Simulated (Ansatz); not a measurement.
# BaS: a single-point run

Wanted: a converged single-point run for BaS, and a check of what comes out. The structure is shown as the input types it. The cell is built on a prototype (CsCl type) and needn't be the phase found in nature.

Method: density functional or hybrid calculation with the settings of its input, plane waves, in Ansatz 0.2.0.

5 further runs of the same task are left out: 1 for a known fault of the program, 4 that didn't finish.

## Step 1: The structure to begin with

Symmetry: Pm-3m, No. 221, cubic system. The conventional cell has a = 3.834 Å, b = 3.834 Å, c = 3.834 Å, α = 90.00°, β = 90.00°, γ = 90.00°. Ba (site symmetry m-3m) is surrounded by 8 S at 3.32 Å. S (site symmetry m-3m) is surrounded by 8 Ba at 3.32 Å.

Coordinates:

```xyz
2
Lattice="3.8338 0.0000 0.0000 0.0000 3.8338 0.0000 0.0000 0.0000 3.8338" Properties=species:S:1:pos:R:3 pbc="T T T"
Ba    0.0000    0.0000    0.0000
S     1.9169    1.9169    1.9169
```

## Step 2: Running it

input.yaml

```yaml
crystal:
  lattice:
    - [3.8337582654, 0.0, 0.0]
    - [0.0, 3.8337582654, 0.0]
    - [0.0, 0.0, 3.8337582654]
  atoms:
    - { symbol: Ba, position: [0.0, 0.0, 0.0] }
    - { symbol: S, position: [0.5, 0.5, 0.5] }
kpoints:
  mp_grid: { grid: [4, 4, 4] }
hamiltonian:
  xc: { exchange: pbe, correlation: pbe, exx: { coeff: 1.5, omega: 0.5 } }
scf:
  occupations: { method: fixed }
  n_extra_bands: 4
output:
  forces: true
  stress: true
  eigenvalues: true
```

On the command line:

```sh
> ansatz run input.yaml --threads 4 --pin off --max-ram 3686MiB --backend cpu --events-out ev --progress --plain --runs-dir out
```

**Question.** How will this run end, and is anything wrong with its input?

Nothing was computed: the input was turned down at the start. Its message: «invalid value for `hamiltonian.xc.exx.coeff`: must be finite and in (0, 1]; got 1.5»

The suspect setting: hamiltonian.xc.exx.coeff is 1.5. The program checks this value's range before starting, and it fails the check.

What to do: set hamiltonian.xc.exx.coeff to 0.5.
